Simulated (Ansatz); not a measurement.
Below is a relaxed structure of P. The cell was found from a structure generator's guess, not taken from experiment.

These are results of Ansatz 0.2.0, DFT PBE, scalar-relativistic, plane waves, PAW, not measurements. Cutoff 420 eV, Γ-centred mesh, Gaussian smearing, no spin polarisation.

```
P
1.0
     2.43307   -2.45449    0.00000
     2.43307    2.45449    0.00000
     0.00000    0.00000    7.40634
P
6
Direct
  0.73511 0.26489 0.00000
  0.26489 0.73511 0.00000
  0.24094 0.75906 0.66655
  0.75906 0.24094 0.33345
  0.75906 0.24094 0.66655
  0.24094 0.75906 0.33345
```

Energies count from the standard state of P at the same level. The references include black phosphorus.

Problem. Find its symmetry and describe it.

Solution. Cmmm (No. 65). Conventional cell: a = 4.866 Å, b = 4.909 Å, c = 7.406 Å. P on a site of symmetry m2m is surrounded by 6 P at 2.31–2.60 Å; P on a site of symmetry m is surrounded by 6 P at 2.37–2.54 Å.

Problem. How far does it lie from the standard state of P?

Solution. +0.09 eV/atom. It lies above the standard state, so it could only be metastable.

Problem. Is it a metal?

Solution. Yes, bands cross the Fermi level on the 10×10×6 mesh.

The last run used a 10×10×6 mesh (in the run's order of axes) for its 6-atom cell and Gaussian smearing of 0.10 eV. The reference form of P is held partly by dispersion forces, which this level lacks. A structure relaxed within its symmetry needn't be a true minimum.
